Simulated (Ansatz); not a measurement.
## TiSi2: one atom moved along a line

All numbers below come from DFT PBE, scalar-relativistic, plane waves, PAW in Ansatz. Cutoff 420 eV, Γ-centred 14×14×14 k-points, Gaussian smearing of 0.15 eV. No spin polarisation. Energies are free energies at this smearing, counted from the undisturbed cell; pressure is positive in compression.

The starting cell (relaxed at this level):

```
Ti Si
1.0
     0.00000    4.13518    4.27960
     2.40387    0.00000    4.27960
     2.40387    4.13518    0.00000
Ti Si
2 4
Direct
  0.75000 0.75000 0.75000
  0.50000 0.50000 0.50000
  0.08682 0.41318 0.08682
  0.41318 0.08682 0.41318
  0.16318 0.83682 0.16318
  0.83682 0.16318 0.83682
```

Atom 1 (Ti) is moved by x along the Cartesian unit vector (0.707, 0.707, 0.000); the cell and all other atoms stay fixed. The cell is metallic on the mesh throughout.

| x (Å) | ΔE (meV/cell) | force along x on the moved atoms (eV/Å) | pressure (GPa) |
| --- | --- | --- | --- |
| -0.4500 | 1173.3 | 5.58 | 5.8 |
| -0.2700 | 403.0 | 3.07 | 2.0 |
| 0.0000 | 0.0 | 0.00 | 0.0 |
| 0.3600 | 732.0 | ? | ? |

(1) Give the withheld values.

Results:

(1) force along x on the moved atoms (eV/Å) at x (Å) = 0.3600: -4.26; pressure (GPa) at x (Å) = 0.3600: 3.7.